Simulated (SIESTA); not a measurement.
The system is Sn.

```
CELL_PARAMETERS angstrom
0.00000 3.23334 3.23334
3.23334 0.00000 3.23334
3.23334 3.23334 0.00000
ATOMIC_POSITIONS crystal
Sn 0.75000 0.75000 0.75000
Sn 0.50000 0.50000 0.50000
```

This isn't the form of Sn at room conditions, which is tetragonal (white tin).

Base run:

* Program: SIESTA 5.4.2
* Functional: vdW-DF-cx
* Potentials or basis: PseudoDojo 0.4 standard (PBE files)
* Basis: DZP (energy shift 0.003 Ry; two zetas on semicore shells)
* Grid cutoff: 500 Ry
* Energy shift: 0.003 Ry
* k mesh: 7 × 7 × 7
* Occupations: fermi-dirac, width 0.05 eV
* Spin: no spin polarisation

Its results: band gap on the k mesh none (metal or under the smearing width); pressure 2.5 GPa.

Q: The run is repeated on the same cell with these changes: functional from vdW-DF-cx to VV10. What comes out?

A: Band gap on the k mesh none (metal or under the smearing width); pressure 4.9 GPa.

Caveats: the potentials were made for another functional, which shifts forces and pressure; spin-orbit coupling is left out, which moves the levels of the heavy elements; the basis of atomic orbitals isn't converged, which shifts pressures, moduli and gaps; the non-local part is tabulated coarsely and may be off by about a percent (some runs).
